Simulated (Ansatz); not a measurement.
The parent structure is InN in the wurtzite structure (space group P6_3mc, No. 186; a = 3.537 Å, c = 5.714 Å).

Method: PBEsol/PAW in Ansatz (an electronic-structure program), spin-orbit coupling left out, earlier PAW set.

For the base:

| Property | Value |
|---|---|
| Pressure | 0.0 GPa |

Modification: the cell is scaled by 0.9746 in all directions; the atoms relax in the strained cell.

Q: Predict the new energy relative to the base.

A: The energy goes up by 42 meV/atom.

Q: What happens to the pressure?

A: The pressure (mean of the normal stresses, compression positive) goes from zero to 12.5 GPa.

The mesh was chosen for an insulator and is coarse for the gapless case. Stability against distortions was not tested. The final runs are not spin-polarised.
